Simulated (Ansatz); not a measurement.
## Relaxing random alloy of the diamond Si-Ge line, x = 0.125 (64 atoms)

Wanted: the relaxed structure of random alloy of the diamond Si-Ge line, x = 0.125 (64 atoms) and its electronic structure.

Method: Kohn-Sham DFT, PBE, PAW (set soft_2), plane waves, in Ansatz 0.2.0.

Most raw output is cut from this account.

## (1) Set-up

The cell holds 64 atoms: 56 Si and 8 Ge. Cell: a = 11.011 Å, b = 11.011 Å, c = 11.011 Å, α = 90.0°, β = 90.0°, γ = 90.0°. It derives from Si (diamond Si-Ge) and Ge, repeated 2×2×2. Diamond Si-Ge: 64 atoms, 8 of 64 Si sites given to Ge at random, cell and internal coordinates interpolated linearly between the end members (Vegard's rule); not relaxed, displaced by a Gaussian of 0.02 Å. Lattice constants are starting values near those of PBE.

Limits known from the start: The host structure and its lattice constant were typed by rule, without a check against the phase diagram.

## (2) Single point at the start

The forces at the start show how far the geometry lies from a minimum of this functional.

input.yaml

```yaml
crystal:
  lattice:
    - [11.01075, 0.0, 0.0]
    - [0.0, 11.01075, 0.0]
    - [0.0, 0.0, 11.01075]
  atoms:
    - { symbol: Si, position: [0.99924, 0.9999, 0.99612] }
    - { symbol: Si, position: [0.12798, 0.12174, 0.12347] }
    - { symbol: Si, position: [0.00091, 0.24774, 0.24808] }
    - { symbol: Si, position: [0.12335, 0.376, 0.37916] }
    - { symbol: Si, position: [0.25008, 0.99797, 0.25098] }
    - { symbol: Ge, position: [0.37392, 0.12497, 0.37713] }
    - { symbol: Si, position: [0.24864, 0.25002, 0.9984] }
    - { symbol: Si, position: [0.37472, 0.37547, 0.1232] }
[... 52 atom lines left out ...]
    - { symbol: Si, position: [0.75243, 0.50055, 0.74917] }
    - { symbol: Ge, position: [0.87593, 0.62651, 0.87615] }
    - { symbol: Si, position: [0.74736, 0.74939, 0.50065] }
    - { symbol: Si, position: [0.87613, 0.87675, 0.62638] }
kpoints:
  mp_grid: { grid: [2, 2, 2] }
hamiltonian:
  xc: pbe
scf:
  occupations: { method: fermi_dirac, width: 0.025 }
output:
  forces: true
```

Launch:

```console
> ansatz run input.yaml --threads 4 --pin off --max-ram 8192MiB --backend cpu --events-out ev --progress --plain --runs-dir out
```

Wall time 47 s (4 threads of Arm Neoverse V1, shared host); peak memory 6.6 GiB.

Read from the output:

| Item | Value |
| --- | --- |
| free energy | -69963.8377 eV |
| free energy per atom | -1093.1850 eV/atom |
| SCF cycles | 7 |
| r.m.s. force component | 0.3651 eV/Å |
| longest force | 1.093 eV/Å |
| Fermi energy | 6.609 eV |

The r.m.s. force component of 0.37 eV/Å sets the starting point.

Length of the force by element:

| element | coordination | atoms | mean length of the force (eV/Å) | spread | least | most |
| --- | --- | --- | --- | --- | --- | --- |
| Ge | all | 8 | 0.417 | 0.175 | 0.0991 | 0.638 |
| Si | all | 56 | 0.611 | 0.235 | 0.230 | 1.09 |

## (3) Cell and atoms relaxed

Cell and atoms are freed together, to release stress as well as forces.

input.yaml: that of step 2 with these lines changed.

```diff
@@ -15 +15,5 @@
   forces: true
+relax:
+  f_tol: 0.04
+  max_steps: 150
+  cell: {}
```

Run time: 4.1 min. Hardware: 4 threads; peak memory 6.7 GiB; 16 min of CPU time.

Step by step:

| step | energy less that of the first step (eV) | largest force component (eV/Å) | pressure (GPa) | volume (Å³) |
| --- | --- | --- | --- | --- |
| 1 | 0.0000 | 1.0361 | -0.09 | 1334.91 |
| 2 | -0.7415 | 0.2216 | 0.05 | 1331.15 |
| 3 | -0.7798 | 0.0148 | -0.02 | 1332.30 |
| 4 | -0.7803 | 0.0009 | 0.00 | 1331.96 |
| 5* | -0.7800 | 0.0009 | 0.00 | 1331.96 |

Relaxation steps marked * repeat the geometry before them on a plane-wave basis chosen anew for their cell, so energy and pressure can jump there.

| cell as run | before | after | change |
| --- | --- | --- | --- |
| a (Å) | 11.011 | 11.003 | -0.1 % |
| b (Å) | 11.011 | 11.003 | -0.1 % |
| c (Å) | 11.011 | 11.002 | -0.1 % |
| volume (Å³/atom) | 20.86 | 20.81 | -0.2 % |

The atoms that moved most (Å, as changes of fractional coordinates times the final cell):

| atom | dx | dy | dz | length |
| --- | --- | --- | --- | --- |
| Si57 | -0.082 | -0.013 | -0.022 | 0.086 |
| Si48 | 0.020 | 0.048 | 0.064 | 0.082 |
| Si49 | -0.059 | -0.021 | -0.046 | 0.078 |
| Si36 | -0.069 | -0.003 | -0.024 | 0.073 |
| Si11 | 0.004 | -0.037 | 0.061 | 0.071 |
| Si40 | 0.026 | -0.054 | 0.038 | 0.071 |
| Si63 | 0.057 | -0.025 | 0.022 | 0.066 |
| Ge34 | 0.061 | -0.021 | -0.014 | 0.066 |

The relaxation changed the energy by -12.2 meV/atom, and atoms moved by 0.045 Å r.m.s., 0.086 Å at most.

## (4) Distances and neighbours after relaxation

Bonds before and after, by the cutoffs listed below:

| pair | bonds before | bonds after | mean before (Å) | mean after (Å) | spread before (Å) | spread after (Å) |
| --- | --- | --- | --- | --- | --- | --- |
| Si-Si | 96 | 96 | 2.385 | 2.371 | 0.030 | 0.007 |
| Si-Ge | 32 | 32 | 2.383 | 2.416 | 0.022 | 0.003 |

Density 2.69 g/cm³, 20.81 Å³ an atom.

g(r), total and by pair (bins of 0.1 Å):

| r (Å) | total | Si-Si | Si-Ge | Ge-Ge |
| --- | --- | --- | --- | --- |
| 2.25 | 0.00 | 0.00 | 0.00 | 0.00 |
| 2.35 | 8.81 | 11.50 | 0.00 | 0.00 |
| 2.45 | 2.82 | 0.00 | 12.90 | 0.00 |
| 2.55 | 0.00 | 0.00 | 0.00 | 0.00 |
| 2.65 | 0.00 | 0.00 | 0.00 | 0.00 |
| 2.75 | 0.00 | 0.00 | 0.00 | 0.00 |
| 2.85 | 0.00 | 0.00 | 0.00 | 0.00 |
| 2.95 | 0.00 | 0.00 | 0.00 | 0.00 |
| 3.05 | 0.00 | 0.00 | 0.00 | 0.00 |
| 3.15 | 0.00 | 0.00 | 0.00 | 0.00 |
| 3.25 | 0.00 | 0.00 | 0.00 | 0.00 |
| 3.35 | 0.00 | 0.00 | 0.00 | 0.00 |
| 3.45 | 0.00 | 0.00 | 0.00 | 0.00 |
| 3.55 | 0.00 | 0.00 | 0.00 | 0.00 |
| 3.65 | 0.00 | 0.00 | 0.00 | 0.00 |
| 3.75 | 0.00 | 0.00 | 0.00 | 0.00 |
| 3.85 | 10.40 | 10.50 | 11.00 | 0.00 |
| 3.95 | 2.74 | 2.61 | 2.76 | 8.60 |
| 4.05 | 0.00 | 0.00 | 0.00 | 0.00 |
| 4.15 | 0.00 | 0.00 | 0.00 | 0.00 |
| 4.25 | 0.00 | 0.00 | 0.00 | 0.00 |
| 4.35 | 0.00 | 0.00 | 0.00 | 0.00 |
| 4.45 | 0.00 | 0.00 | 0.00 | 0.00 |
| 4.55 | 9.11 | 9.10 | 8.99 | 11.10 |
| 4.65 | 0.44 | 0.47 | 0.33 | 0.00 |
| 4.75 | 0.00 | 0.00 | 0.00 | 0.00 |
| 4.85 | 0.00 | 0.00 | 0.00 | 0.00 |
| 4.95 | 0.00 | 0.00 | 0.00 | 0.00 |
| 5.05 | 0.00 | 0.00 | 0.00 | 0.00 |
| 5.15 | 0.00 | 0.00 | 0.00 | 0.00 |
| 5.25 | 0.00 | 0.00 | 0.00 | 0.00 |
| 5.35 | 0.00 | 0.00 | 0.00 | 0.00 |
| 5.45 | 1.52 | 1.53 | 1.50 | 1.10 |
| 5.55 | 1.76 | 1.73 | 1.94 | 1.09 |
| 5.65 | 0.00 | 0.00 | 0.00 | 0.00 |
| 5.75 | 0.00 | 0.00 | 0.00 | 0.00 |
| 5.85 | 0.00 | 0.00 | 0.00 | 0.00 |
| 5.95 | 3.57 | 3.64 | 3.38 | 2.78 |
| 6.05 | 1.97 | 1.94 | 1.89 | 4.56 |
| 6.15 | 0.00 | 0.00 | 0.00 | 0.00 |
| 6.25 | 0.00 | 0.00 | 0.00 | 0.00 |
| 6.35 | 0.00 | 0.00 | 0.00 | 0.00 |
| 6.45 | 0.00 | 0.00 | 0.00 | 0.00 |
| 6.55 | 0.00 | 0.00 | 0.00 | 0.00 |

Bonds by pair of elements; cutoffs follow the first minimum of g(r), held within bounds set by covalent radii, and pairs that aren't listed don't count as bonded:

| pair A-B | cutoff (Å) | bonds | mean length (Å) | spread (Å) | shortest (Å) | B about A | A about B |
| --- | --- | --- | --- | --- | --- | --- | --- |
| Si-Si | 2.77 | 96 | 2.37 | 0.007 | 2.35 | 3.43 | 3.43 |
| Si-Ge | 2.83 | 32 | 2.42 | 0.003 | 2.41 | 0.571 | 4 |

How many atoms have how many bonded neighbours:

| element | mean | 4 |
| --- | --- | --- |
| Ge | 4 | 8 |
| Si | 4 | 56 |

Bond angles, per cent of each kind in bins of 5°:

| angle (°) | Si-Si-Si | Ge-Si-Si | Si-Ge-Si |
| --- | --- | --- | --- |
| 105–110 | 70.1 | 97.7 | 85.4 |
| 110–115 | 29.9 | 2.3 | 14.6 |

Bond angles (no mean is given where the spread exceeds 20°):

| angle | count | mean (°) | spread (°) |
| --- | --- | --- | --- |
| Si-Si-Si | 244 | 110 | 0.6 |
| Ge-Si-Si | 88 | 109 | 0.5 |
| Si-Ge-Si | 48 | 110 | 0.4 |
| Ge-Si-Ge | 4 | 108 | 0.3 |

Rings of the network by King's shortest-path rule, up to 12 atoms, one path for each pair of neighbours; H, halogens, alkali and alkaline-earth atoms are left out, and the last column divides by all other atoms, bonded or not:

| ring size (atoms) | rings | per network atom |
| --- | --- | --- |
| 6 | 126 | 1.97 |

For some of the pairs, g(r) has its first main peak near 2.38 Å (Si-Si) and 2.43 Å (Si-Ge). By these cutoffs all Ge atoms have 4 and all Si atoms have 4 bonded neighbours. The Si-Si-Si angle averages 110° with a spread of 0.6°. All rings counted have 6 atoms.

## (5) Single point at the relaxed geometry

The electronic structure is read at the final geometry, in a run of its own.

input.yaml

```yaml
crystal:
  lattice:
    - [11.00268, -0.00016, -7.0e-05]
    - [-0.00016, 11.00279, -0.00012]
    - [-7.0e-05, -0.00012, 11.00248]
  atoms:
    - { symbol: Si, position: [0.99948, 0.99975, 0.00016] }
    - { symbol: Si, position: [0.12492, 0.12515, 0.12387] }
    - { symbol: Si, position: [0.0004, 0.24911, 0.24998] }
    - { symbol: Si, position: [0.12227, 0.37352, 0.37722] }
    [... 54 atom lines left out ...]
    - { symbol: Si, position: [0.50095, 0.7485, 0.75064] }
    - { symbol: Si, position: [0.62437, 0.87449, 0.87508] }
    - { symbol: Si, position: [0.74804, 0.49819, 0.74867] }
    - { symbol: Ge, position: [0.87446, 0.62482, 0.87529] }
    - { symbol: Si, position: [0.75257, 0.7471, 0.50265] }
    - { symbol: Si, position: [0.87512, 0.87531, 0.62588] }
kpoints:
  mp_grid: { grid: [2, 2, 2] }
hamiltonian:
  xc: pbe
scf:
  occupations: { method: fermi_dirac, width: 0.025 }
output:
  forces: true
  stress: true
  populations: true
  dos:
    method: { smearing: { sigma: 0.08 } }
    de: 0.05
    projected: { site_lists: { Ge: [Ge], Si: [Si] } }
  eigenvalues: true
  write_density: true
  write_potential: true
  volumetric_format: npy
```

Wall time 1.8 min (4 threads); peak memory 6.6 GiB; 7.2 min of CPU time.

Numbers from this run:

```yaml
free_energy: -69964.6177 eV
free_energy_per_atom: -1093.1972 eV/atom
scf_cycles: 7
pressure: -0.001586 GPa
r_m_s_force_component: 0.00058 eV/Å
longest_force: 0.00227 eV/Å
fermi_energy: 6.614 eV
spacing_of_highest_filled_and_lowest_empty_level: 0.6051 eV
spilling_of_the_projection: 0.006616
```

Löwdin charges by element (they lack the spilled electrons, 0.035 e an atom on average):

| element | coordination | atoms | mean charge (e) | spread | least | most |
| --- | --- | --- | --- | --- | --- | --- |
| Ge | all | 8 | -0.0443 | 0.0011 | -0.0454 | -0.0427 |
| Si | all | 56 | 0.046 | 0.0114 | 0.0334 | 0.0739 |

Charge against the make-up of the first shell:

| Si neighbours of Si | atoms | mean charge (e) |
| --- | --- | --- |
| 2 | 4 | 0.072 |
| 3 | 24 | 0.054 |
| 4 | 28 | 0.036 |

Density of states as counts of states in windows of 1 eV (from the Fermi level), total and the larger projections:

| from (eV) | to (eV) | total | Si p | Si s | Ge p |
| --- | --- | --- | --- | --- | --- |
| -14 | -13 | 0.0 | 0.0 | 0.0 | 0.0 |
| -13 | -12 | 0.5 | 0.0 | 0.4 | 0.0 |
| -12 | -11 | 8.9 | 1.6 | 5.7 | 0.2 |
| -11 | -10 | 19.2 | 4.6 | 11.5 | 0.6 |
| -10 | -9 | 27.0 | 7.4 | 16.2 | 1.0 |
| -9 | -8 | 10.9 | 3.6 | 5.8 | 0.4 |
| -8 | -7 | 13.8 | 6.3 | 5.8 | 0.8 |
| -7 | -6 | 24.6 | 11.4 | 10.4 | 1.6 |
| -6 | -5 | 8.8 | 4.6 | 3.1 | 0.7 |
| -5 | -4 | 20.5 | 15.0 | 3.2 | 1.8 |
| -4 | -3 | 36.2 | 29.1 | 2.7 | 3.8 |
| -3 | -2 | 47.3 | 39.2 | 1.8 | 5.6 |
| -2 | -1 | 32.9 | 27.2 | 0.7 | 4.5 |
| -1 | 0 | 5.3 | 4.3 | 0.0 | 0.8 |
| 0 | 1 | 7.6 | 3.9 | 1.9 | 0.4 |
| 1 | 2 | 35.1 | 17.8 | 8.6 | 2.1 |
| 2 | 3 | 42.4 | 23.3 | 7.4 | 3.1 |

Between -25 and -14 eV lie 80 more states.

The levels nearest the highest filled one (over half full), pooled over k-points and spins:

| level less the highest filled one (eV) | occupation |
| --- | --- |
| -0.276 | 2 |
| -0.271 | 2 |
| -0.265 | 2 |
| -0.0027 | 2 |
| -0.0012 | 2 |
| 0 | 2 |
| 0.605 | 0 |
| 0.612 | 0 |
| 0.616 | 0 |
| 0.650 | 0 |
| 0.650 | 0 |
| 0.661 | 0 |

Electrostatic potential energy in the ac plane at fractional y = 0.000, with atoms of Si and Ge within 0.2 Å of it. With pseudopotentials it is smooth inside the atoms' cores, unlike the true potential.

Ten even steps from '0' (-50 eV) to '9' (10 eV), each cell a mean:
```
0269999999999620048999999999840
5789999999999865679999999999986
9999999999999999999999999999999
9999998888999999999999888999999
9999985445899999999997423799999
9999963223699999999984000489999
9999974224799999999985101589999
9999987667899999999998656899999
9999999999999999999999999999999
8899999999999988889999999999988
2579999999999742368999999999863
0168999999998610037999999999730
0269999999999720148999999999841
5789999999999876689999999999986
9999999999999999999999999999999
9999999889999999999999888999999
9999986336899999999997423689999
9999972002799999999985000389999
9999973002799999999986201589999
9999987557899999999998656899999
9999999999999999999999999999999
8899999999999988899999999999998
2579999999999853368999999999863
0168999999998610038999999999830
```
Columns run along a (11.0 Å; values clipped at the 3rd and 97th percentile), rows up along c (11.0 Å). Atoms in or near the plane, at fractional coordinates: Si at (0.00, 0.00), Si at (0.25, 0.25), Si at (0.00, 0.50), Ge at (0.25, 0.75), Si at (0.50, 0.00), Si at (0.75, 0.25), Si at (0.50, 0.50), Si at (0.75, 0.75).

Valence density in the ac plane at fractional y = 0.000, with atoms of Si and Ge within 0.2 Å of it. It is the smooth field of the valence electrons, not physical close to the nuclei.

Ten steps, logarithmic in the rise over the least value, from '_' (0 e/Å³) to '@' (28 e/Å³), each cell a mean:
```
__......________________......__......__________________......
........________________..............__________________......
......____________________..........____________________......
__________............__________________..............________
________....--++++--....________________..............________
________..::++@@@@**::..________________......__......________
________..::==%%%%==::..________________..............________
________....::----::....________________..............________
____________........______________________..........__________
........________________..............__________________......
........________________..............__________________......
__......________________......____....__________________....__
........________________..............__________________......
........________________..............__________________......
......______________________........____________________......
__________............__________________..............________
________................________________..............________
________......____......________________......____....________
________........__......________________..............________
________................________________..............________
__________............____________________..........__________
........________________..............__________________......
........________________..............__________________......
__......________________......____....__________________....__
```
Columns run along a (11.0 Å), rows up along c (11.0 Å). Atoms in or near the plane, at fractional coordinates: Si at (0.00, 0.00), Si at (0.25, 0.25), Si at (0.00, 0.50), Ge at (0.25, 0.75), Si at (0.50, 0.00), Si at (0.75, 0.25), Si at (0.50, 0.50), Si at (0.75, 0.75).

Mean Löwdin charges: Ge -0.04, Si +0.05 e (they miss 0.66 % of the electrons, so they add up to more than the cell's charge). Charges this small depend on the projection, at times even in sign. The charge on Si changes by -0.018 e for each Si neighbour that takes the place of another kind, on average. The largest share in the top eV of filled states is Si p (85 % of the projected weight), and in the lowest eV of empty states Si p (59 % of the projected weight).

Local excerpt of 10 atoms (numbers count through the whole input) about Si41, picked at random; x, y, z are measured from there.

| atom | x | y | z | distance (Å) | bonds | Löwdin charge (e) |
| --- | --- | --- | --- | --- | --- | --- |
| Si41 | 0.00 | 0.00 | 0.00 | 0.00 | 4 | 0.07 |
| Si32 | -1.35 | -1.40 | 1.33 | 2.36 | 4 | 0.05 |
| Si42 | 1.36 | 1.36 | 1.37 | 2.36 | 4 | 0.05 |
| Ge52 | 1.39 | -1.38 | -1.41 | 2.41 | 4 | -0.04 |
| Ge6 | -1.38 | 1.40 | -1.41 | 2.42 | 4 | -0.04 |
| Ge13 | -2.75 | 0.01 | 2.71 | 3.86 | 4 | -0.05 |
| Si59 | 0.01 | -2.76 | 2.71 | 3.87 | 4 | 0.04 |
| Si45 | 2.75 | 0.00 | 2.72 | 3.87 | 4 | 0.04 |
| Si43 | 0.00 | 2.76 | 2.72 | 3.88 | 4 | 0.04 |
| Si31 | -2.72 | -2.77 | -0.02 | 3.88 | 4 | 0.05 |

The column of bonds counts only the pairs Si-Si within 2.77 Å, Si-Ge within 2.83 Å; other neighbours, such as metal atoms beside each other in a compound, aren't counted, and periodic images can show an atom twice.

## (6) Coarser k-mesh (Γ alone)

 Besides, the k-mesh goes from 2×2×2 to 1×1×1.

input.yaml: that of step 5 with these lines changed.

```diff
@@ -8,3 +8,3 @@
 kpoints:
-  mp_grid: { grid: [2, 2, 2] }
+  mp_grid: { grid: [1, 1, 1] }
 hamiltonian:
@@ -22,4 +22 @@
   eigenvalues: true
-  write_density: true
-  write_potential: true
-  volumetric_format: npy
```

It took 12 s on 4 threads; peak memory 1.2 GiB; 47 s of CPU time.

Geometry and reference: those of the single point at the relaxed geometry.

Forces differ from those of the single point at the relaxed geometry by 9.4 meV/Å r.m.s.; the energy by +105 meV/atom, the pressure by +0.67 GPa and the gap by +0.044 eV.

(Part 1 of 2 ends here.)

[Logs are printed without paths, hosts, clocks, repeated set-up lines and the standing remarks that a program may print on its own settings, such as how far it seeks lower states.]

[Hosts, paths, dates, database ids (printed as entryN), source tags and the programs' standing remarks are cut or masked in the printed files.]
